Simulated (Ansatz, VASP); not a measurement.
# Two plane-wave programs on Al

INCAR

```
SYSTEM = Al
PREC = Accurate
ENCUT = 520
EDIFF = 1E-6
ISMEAR = 0
SIGMA = 0.05
LREAL = .False.
LASPH = .True.
NELM = 100
ALGO = Normal
ISIF = 2
LWAVE = .False.
LCHARG = .True.
LELF = .True.
LVHAR = .True.
NBANDS = 10
```

File KPOINTS:

```
Automatic mesh
0
Gamma
  12 12 6
  0 0 0
```

Contents of POSCAR:

```
Al
1.0
    2.8124550000      0.0000000000      0.0000000000
   -1.4062280000      2.4356580000      0.0000000000
    0.0000000000      0.0000000000      4.8668500000
Al
2
Direct
    0.6666666667      0.3333333333      0.7500000000
    0.3333333333      0.6666666667      0.2500000000
```

Input for Ansatz:

```yaml
crystal:
  lattice:
    - [2.812455, 0.0, 0.0]
    - [-1.406228, 2.435658, 0.0]
    - [0.0, 0.0, 4.86685]
  atoms:
    - { symbol: Al, position: [0.6666666666666666, 0.3333333333333333, 0.75] }
    - { symbol: Al, position: [0.3333333333333333, 0.6666666666666666, 0.25] }
basis:
  ecutwfc: 462.593566181796
kpoints:
  mp_grid:
    grid: [12, 12, 6]
hamiltonian:
  xc: lda
scf:
  occupations:
    method: gaussian
    width: 0.05
output:
  stress: true
```

This isn't the form of Al at room conditions, which is fcc.

Alike in both runs: task single point; functional LDA; k mesh 12 × 12 × 6; occupations gaussian, width 0.05 eV; no spin polarisation.

|  | VASP | Ansatz |
| --- | --- | --- |
| version | VASP 6.6.1 | Ansatz 0.2.0 |
| potentials or method | VASP PAW LDA potentials, release 64 (Al) | plane waves, PAW |
| plane-wave cutoff (eV) | 520 | 463 |
| valence electrons in the cell | 6 | 6 |

|  | VASP | Ansatz | Ansatz less VASP |
| --- | --- | --- | --- |
| pressure (GPa) | -3.2 | -3.3 | -0.06 |
| largest component of the traceless stress (GPa) | 2.19 | 2.18 | -0.012 |
